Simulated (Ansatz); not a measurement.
A run of Ansatz 0.2.0 is set up as follows.

input.yaml

```yaml
crystal:
  lattice:
    - [5.556395, 0.0, 0.0]
    - [0.0, 3.333597, 0.0]
    - [0.0, 0.0, 6.504995]
  atoms:
    - { symbol: Hf, position: [0.748682, 0.75, 0.607871] }
    - { symbol: Hf, position: [0.251318, 0.25, 0.392129] }
    - { symbol: Hf, position: [0.248682, 0.75, 0.892129] }
    - { symbol: Hf, position: [0.751318, 0.25, 0.107871] }
    - { symbol: O, position: [0.639499, 0.25, 0.4234] }
    - { symbol: O, position: [0.360501, 0.75, 0.5766] }
    - { symbol: O, position: [0.139499, 0.25, 0.0766] }
    - { symbol: O, position: [0.860501, 0.75, 0.9234] }
    - { symbol: O, position: [0.520794, 0.25, 0.841453] }
    - { symbol: O, position: [0.479206, 0.75, 0.158547] }
    - { symbol: O, position: [0.020794, 0.25, 0.658547] }
    - { symbol: O, position: [0.979206, 0.75, 0.341453] }
hamiltonian:
  xc: pbe
  pseudopotentials: { kind: paw }
kpoints:
  mp_grid: { grid: [4, 6, 3] }
scf:
  occupations: { method: fermi_dirac, width: 0.05 }
output:
  forces: true
  stress: true
  eigenvalues: true
relax:
  f_tol: 0.01
  max_steps: 40
  cell: { stress_tol: 0.05, p_target: 10.0 }
```

Potentials or basis: Ansatz PAW.

Command:

```sh
$ ansatz run input.yaml --threads 4 --pin off --max-ram 11264MiB --backend cpu --events-out ev --progress --plain --runs-dir out
```

(1) Predict the band gap on the k mesh.

(2) Predict the relaxed volume.

(3) Estimate the relaxed cell.

(4) What does it give for the space group after relaxing (to 0.05 Å)?

Answers

(1) 3.38 eV, direct.

(2) 9.76 Å³/atom.

(3) a = 5.525 Å, b = 3.289 Å, c = 6.447 Å, α = 90.00°, β = 90.00°, γ = 90.00°.

(4) Pnma (No. 62).

Caveat: odd divisions of the mesh miss points on the zone boundary, where band edges often lie, so the gap on the mesh can be too wide; the plane-wave basis is chosen anew once the cell has moved, so the energies of steps on either side of that aren't comparable; the pressure holds a Pulay correction of +1.0 GPa for the finite cutoff; spin-orbit coupling is left out, which moves the levels of the heavy elements.
